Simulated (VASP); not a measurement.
A run of VASP 6.6.1:

File INCAR:

```
PREC = Accurate
ENCUT = 520
EDIFF = 1E-7
ISMEAR = -1
SIGMA = 0.05
LREAL = Auto
LASPH = T
NELM = 60
ALGO = Fast
ISIF = 2
LWAVE = F
LCHARG = F
GGA = PE
NBANDS = 66
```

Contents of KPOINTS:

```
regular mesh
0
Gamma
  1 1 1
```

File POSCAR:

```
H4CO
1.0
    7.3803230000      0.0000000000      0.0000000000
    0.0000000000      7.3803230000      0.0000000000
    0.0000000000      0.0000000000      7.3803230000
C O H
6 6 24
Direct
    0.6837776612      0.7133021143      0.0465020298
    0.3757423625      0.5430114644      0.7274749357
    0.4362952678      0.2099230616      0.1486926792
    0.9553646907      0.1251029257      0.7817273038
    0.1163092726      0.8084741007      0.4238161392
    0.9094588408      0.4220817978      0.3272756490
    0.6351619028      0.8597320199     -0.0918929971
    0.3875033654      0.4675134137      0.5604361760
    0.3326954660      0.2569128750      0.0081297255
    0.8826442962      0.3301075034      0.7316210957
    0.2003977333      0.8543799506      0.2580374870
    0.9579662028      0.3141867910      0.1469583377
    0.5744464030      0.6090248354      0.0781673106
    0.7522164003      0.8650569901     -0.1504405701
    0.8275112078      0.6606756913      0.0240775370
    0.6825040042      0.7710367148      0.1752768815
    0.2550565876      0.4944634537      0.8111162614
    0.5107771028      0.4717137719      0.5073897172
    0.4875667366      0.4878377274      0.8059945344
    0.3772734608      0.6961348440      0.7130582225
    0.3790213518      0.2755434959      0.2840255095
    0.3373023105      0.1722824326     -0.0878416839
    0.4841658014      0.0604851576      0.1451156000
    0.5505314605      0.3297823144      0.1328803631
    0.8469277022      0.0414616000      0.7098876296
    0.8737964450      0.3944678302      0.8540818606
    1.0884618465      0.0957681662      0.7205646691
    0.9444708585      0.1414436739      0.9252847064
   -0.0040106646      0.8804221712      0.4691122597
    0.2645412674      0.9583455900      0.2942147654
    0.0796442107      0.6698080829      0.4275287139
    0.2112238177      0.7939896397      0.5380116832
    0.8424292541      0.3046208140      0.4181524305
    1.0629345084      0.2401385414      0.1206044776
    1.0343178747      0.4438830116      0.3835062503
    0.8383643914      0.5421036451      0.2727116415
```

Potentials or basis: VASP PAW PBE potentials, release 64 (C, O, H).

Command:

```bash
$ cat potpaw_PBE.64/C/POTCAR potpaw_PBE.64/O/POTCAR potpaw_PBE.64/H/POTCAR > POTCAR
$ mpirun -np 1 vasp_gam > vasp.out
```

Hardware: 1 thread of Intel(R) Xeon(R) Platinum 8175M CPU @ 2.50GHz (Skylake/Cascade Lake), with other jobs on the host.

Estimate the wall time of this run.

Wall time 93 s on 1 thread of Intel(R) Xeon(R) Platinum 8175M CPU @ 2.50GHz (Skylake/Cascade Lake), on a shared host, peak memory 0.42 GiB. Counts: scf iterations 18, k points 1.
